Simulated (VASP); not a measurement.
# Mg (Fm-3m) in VASP: settings compared, part 2 of 2

VASP 6.6.1. The steps go on from the part before.

### Step 3. Relaxation of cell and atoms, revTPSS

Input file INCAR:

```
SYSTEM = Mg
PREC     = Accurate       ! precision mode
ENCUT    = 600            ! plane-wave cutoff, eV
EDIFF    = 1E-6           ! SCF threshold, eV
ISMEAR   = 1              ! smearing method
SIGMA    = 0.1            ! smearing width, eV
LREAL    = .FALSE.        ! projectors in reciprocal space
LASPH    = .TRUE.         ! aspherical terms in the spheres
NELM     = 100            ! most SCF steps
ALGO     = Normal         ! electronic algorithm
ISIF     = 3              ! what is computed and relaxed
LWAVE    = .FALSE.        ! write WAVECAR
LCHARG   = .FALSE.        ! write CHGCAR
METAGGA  = RTPSS          ! meta-GGA
LMIXTAU  = .TRUE.       
IBRION   = 2              ! ionic algorithm
NSW      = 60             ! ionic steps
EDIFFG   = -0.01          ! ionic threshold
```

Input file KPOINTS:

```
Automatic mesh
0
G
  10 10 10
  0 0 0
```

Input file POSCAR:

```
Mg
1.0
    0.0000000000      2.2442560000      2.2442560000
    2.2442560000      0.0000000000      2.2442560000
    2.2442560000      2.2442560000      0.0000000000
Mg
1
Direct
    0.0000000000      0.0000000000      0.0000000000
```

Potentials or basis: VASP PAW PBE potentials, release 64 (Mg).

The run is started by

```console
> cat potpaw_PBE.64/Mg/POTCAR > POTCAR
> mpirun -np 1 vasp_std > vasp.out
```

OUTCAR:

```text
SYSTEM = Mg
   PREC = Accurate
   ENCUT = 600
   EDIFF = 1E-6
   ISMEAR = 1
   LREAL = .FALSE.
   LASPH = .TRUE.
   NELM = 100
   ISIF = 3
   METAGGA = RTPSS
   IBRION = 2
   NSW = 60
   EDIFFG = -0.01

 ion  position               nearest neighbor table
   1  0.000  0.000  0.000-

  LATTYP: Found a face centered cubic cell.
 ALAT       =     4.4885120000

  Lattice vectors:

 A1 = (   0.0000000000,   2.2442560000,   2.2442560000)
 A2 = (   2.2442560000,   0.0000000000,   2.2442560000)
 A3 = (   2.2442560000,   2.2442560000,   0.0000000000)

Analysis of symmetry for initial positions (statically):
=====================================================================
 Subroutine PRICEL returns:
 Original cell was already a primitive cell.

 Routine SETGRP: Setting up the symmetry group for a
 face centered cubic supercell.

 Subroutine GETGRP returns: Found 48 space group operations
 (whereof 48 operations were pure point group operations)
 out of a pool of 48 trial point group operations.

The static configuration has the point symmetry O_h .

Analysis of symmetry for dynamics (positions and initial velocities):
=====================================================================
 Subroutine PRICEL returns:
 Original cell was already a primitive cell.

 Routine SETGRP: Setting up the symmetry group for a
 face centered cubic supercell.

 Subroutine GETGRP returns: Found 48 space group operations
 (whereof 48 operations were pure point group operations)
 out of a pool of 48 trial point group operations.
[... 167 lines left out ...]
     0.000000000  2.244256000  2.244256000    -0.222790983  0.222790983  0.222790983
     2.244256000  0.000000000  2.244256000     0.222790983 -0.222790983  0.222790983
     2.244256000  2.244256000  0.000000000     0.222790983  0.222790983 -0.222790983

 POSITION                                       TOTAL-FORCE (eV/Angst)
 -----------------------------------------------------------------------------------
      0.00000      0.00000      0.00000         0.000000      0.000000      0.000000
 -----------------------------------------------------------------------------------
    total drift:                                0.000000     -0.000000     -0.000000

  FREE ENERGIE OF THE ION-ELECTRON SYSTEM (eV)
  ---------------------------------------------------
  free  energy   TOTEN  =        -3.0432206479 eV

  energy  without entropy=       -3.0435134268  energy(sigma->0) =       -3.04331824

--------------------------------------- Ionic step        2  -------------------------------------------

 number of electron       2.0000000 magnetization

 Free energy of the ion-electron system (eV)
  ---------------------------------------------------
  ext. energy  EPLUGINS =         0.00000000
  ---------------------------------------------------
  free energy    TOTEN  =        -3.04336220 eV

  energy without entropy =       -3.04369654  energy(sigma->0) =       -3.04347365

 E-fermi :   2.7512     XC(G=0):  -8.5270

 val. band max:        2.7105528891   @ k =  -0.4000   0.5000   0.1000
 cond. band min:       2.8349380596   @ k =  -0.3000   0.4000   0.1000
 fundamental gap:      0.1243851705
 Fermi energy:         2.7512270848

 k-point     1 :       0.0000    0.0000    0.0000
  band No.  band energies     occupation
      1      -4.2911      2.00000
      2      15.1112      0.00000
      3      15.1112      0.00000
      4      15.1112      0.00000
      5      17.2145      0.00000
[... 177 lines left out ...]
 k-point    24 :       0.4000    0.3000    0.0000
  band No.  band energies     occupation
      1      -0.5566      2.00000
      2       7.5026      0.00000
      3       8.0762      0.00000
      4      10.4025      0.00000
      5      11.1913      0.00000

 [... further k-points ...]

------------------------ aborting loop because EDIFF is reached ----------------------------------------

  FORCE on cell =-STRESS in cart. coord.  units (eV):
  Direction    XX          YY          ZZ          XY          YZ          ZX
  --------------------------------------------------------------------------------------
  -------------------------------------------------------------------------------------
  Total        0.0085092      0.0085092      0.0085092      0.0000000     -0.0000000      0.0000000
  in kB        0.5995616      0.5995616      0.5995616      0.0000000     -0.0000000      0.0000000
  external PRESSURE =       0.5995616 kB  Pullay stress =       0.0000000 kB

 VOLUME and BASIS-vectors are now :
 -----------------------------------------------------------------------------
  energy-cutoff  :      600.00
  volume of cell :       22.74
      direct lattice vectors                 reciprocal lattice vectors
     0.000000000  2.248601508  2.248601508    -0.222360431  0.222360431  0.222360431
     2.248601508 -0.000000000  2.248601508     0.222360431 -0.222360431  0.222360431
     2.248601508  2.248601508 -0.000000000     0.222360431  0.222360431 -0.222360431

 POSITION                                       TOTAL-FORCE (eV/Angst)
 -----------------------------------------------------------------------------------
      0.00000      0.00000      0.00000        -0.000000     -0.000000     -0.000000
 -----------------------------------------------------------------------------------
    total drift:                                0.000000      0.000000      0.000000

  FREE ENERGIE OF THE ION-ELECTRON SYSTEM (eV)
  ---------------------------------------------------
  free  energy   TOTEN  =        -3.0433621995 eV

  energy  without entropy=       -3.0436965410  energy(sigma->0) =       -3.04347365

 reached required accuracy - stopping structural energy minimisation
```

CONTCAR:

```text
Mg
   1.00000000000000
     0.0000000000000000    2.2486015084487896    2.2486015084487896
     2.2486015084487896   -0.0000000000000000    2.2486015084487896
     2.2486015084487896    2.2486015084487896   -0.0000000000000000
  Mg
     1
Direct
     0.0000000000000000    0.0000000000000000    0.0000000000000000

  0.00000000E+00  0.00000000E+00  0.00000000E+00
```

Run time: 41 s. Hardware: 1 thread of Intel Xeon Platinum 8488C (Sapphire Rapids), shared host; peak memory 0.16 GiB.

Results:

```yaml
Free_energy: -3.0434 eV
Relaxed_volume: 22.74 Å³/atom
Relaxed_cell: a = 3.180 Å, b = 3.180 Å, c = 3.180 Å, α = 60.00°, β = 60.00°, γ = 60.00°
Space_group_after_relaxing_to_0.05_Å: Fm-3m (No. 225)
Energy_gained_by_relaxing: 0.1 meV/atom
Ionic_steps: 2
Pressure_after_relaxing: 0.1 GPa
Band_gap_on_the_k_mesh: none (metal or under the smearing width)
```

The path:
```tsv
step	energy change (eV)	largest force (eV/Å)	pressure (GPa)	volume (Å³)
1	0.0000	0.0000	0.28	22.61
2	-0.0001	0.0000	0.06	22.74
```

Final structure:
```cif
data_structure
_symmetry_space_group_name_H-M 'P 1'
_symmetry_Int_Tables_number 1
_cell_length_a 3.1800
_cell_length_b 3.1800
_cell_length_c 3.1800
_cell_angle_alpha 60.000
_cell_angle_beta 60.000
_cell_angle_gamma 60.000
_cell_volume 22.74
loop_
_atom_site_label
_atom_site_type_symbol
_atom_site_fract_x
_atom_site_fract_y
_atom_site_fract_z
_atom_site_occupancy
Mg1 Mg 0.00000 0.00000 0.00000 1
```

Levels at points of the mesh, in eV from the Fermi level:
```csv
k point,band 1,band 2,band 3,band 4,band 5
"(0.00, 0.00, 0.00)",-7.04,12.36,12.36,12.36,14.46
"(0.50, 0.00, 0.00)",-1.82,-1.33,11.23,11.23,12.25
"(0.50, 0.50, 0.00)",-0.31,0.74,6.00,6.97,6.97
```

Caveat: the PAW data sets were made with another functional, which shifts forces and pressure a little.

### Step 4. Relaxation of cell and atoms, r2SCAN+D3(BJ)

Input file INCAR:

```
SYSTEM = Mg
ALGO = Normal
EDIFF = 1E-6
EDIFFG = -0.02
ENCUT = 600
IBRION = 2
ISIF = 3
ISMEAR = 1
IVDW = 12
LASPH = .TRUE.
LCHARG = .FALSE.
LMIXTAU = .TRUE.
LREAL = .FALSE.
LWAVE = .FALSE.
METAGGA = R2SCAN
NELM = 100
NSW = 40
PREC = Accurate
SIGMA = 0.1
VDW_A1 = 0.49484001
VDW_A2 = 5.73083694
VDW_S6 = 1.0
VDW_S8 = 0.78981345
```

Input file KPOINTS:

```
k-points
0
G
  10 10 10
  0 0 0
```

POSCAR is that of step 3.

The run is started by

```console
> cat potpaw_PBE.64/Mg/POTCAR > POTCAR
> mpirun -np 1 vasp_std > vasp.out
```

Wall time 52 s (1 thread of Intel Xeon Platinum 8488C (Sapphire Rapids), shared host); peak memory 0.17 GiB.

The run converged. Its results:

```yaml
Free_energy: -4.2691 eV
Relaxed_volume: 22.03 Å³/atom
Relaxed_cell: a = 3.147 Å, b = 3.147 Å, c = 3.147 Å, α = 60.00°, β = 60.00°, γ = 60.00°
Space_group_after_relaxing_to_0.05_Å: Fm-3m (No. 225)
Energy_gained_by_relaxing: 2.0 meV/atom
Ionic_steps: 3
Pressure_after_relaxing: 0.0 GPa
Band_gap_on_the_k_mesh: none (metal or under the smearing width)
Dispersion_energy_per_atom: -0.140 eV
```

The path:
```csv
step,energy change (eV),largest force (eV/Å),pressure (GPa),volume (Å³)
1,0.0000,0.0000,-1.03,22.61
2,-0.0019,0.0000,-0.21,22.13
3,-0.0020,0.0000,-0.03,22.03
```

Final structure:
```
Mg
1.0
     0.00000    2.22515    2.22515
     2.22515    0.00000    2.22515
     2.22515    2.22515    0.00000
Mg
1
Cartesian
  0.0000 0.0000 0.0000
```

Levels at points of the mesh, in eV from the Fermi level:
| k point | band 1 | band 2 | band 3 | band 4 | band 5 |
| --- | --- | --- | --- | --- | --- |
| (0.00, 0.00, 0.00) | -7.64 | 13.38 | 13.38 | 13.38 | 15.86 |
| (0.50, 0.00, 0.00) | -2.07 | -1.32 | 12.17 | 12.17 | 13.42 |
| (0.50, 0.50, 0.00) | -0.37 | 0.83 | 6.45 | 7.62 | 7.62 |

Caveat: the PAW data sets were made with another functional, which shifts forces and pressure a little; pairwise dispersion overbinds metals, which lowers pressure and volume.

### Step 5. For comparison

An earlier run on the cell as given: functional PBE; potentials or basis VASP PAW PBE potentials, release 64 (Mg); cutoff 520 eV; k mesh 10 × 10 × 10; occupations fermi-dirac, width 0.05 eV; no spin polarisation.

* Pressure: 0.7 GPa
* Band gap on the k mesh: none (metal or under the smearing width)

### Step 6. Summary

```tsv
task	level	cell	cutoff (eV)	smearing	gap on the mesh (eV)	pressure (GPa)	relaxed volume (Å³/atom)
relaxation of cell and atoms	r2SCAN	relaxed	600	methfessel-paxton 0.1 eV	none	0.0	-
relaxation of cell and atoms	revTPSS	relaxed	600	methfessel-paxton 0.1 eV	none	0.1	22.74
relaxation of cell and atoms	r2SCAN+D3(BJ)	relaxed	600	methfessel-paxton 0.1 eV	none	0.0	22.03
single point	PBE	as given	520	fermi-dirac 0.05 eV	none	0.7	-
```

Alike in all rows: potentials or basis VASP PAW PBE potentials, release 64 (Mg); no spin polarisation; k mesh 10 × 10 × 10.

Caveats: the PAW data sets were made with another functional, which shifts forces and pressure a little (some runs); the relaxation stopped at its first step, so nothing moved (some runs); pairwise dispersion overbinds metals, which lowers pressure and volume (some runs).

Absolute energies hang on the potentials; compare differences alone.
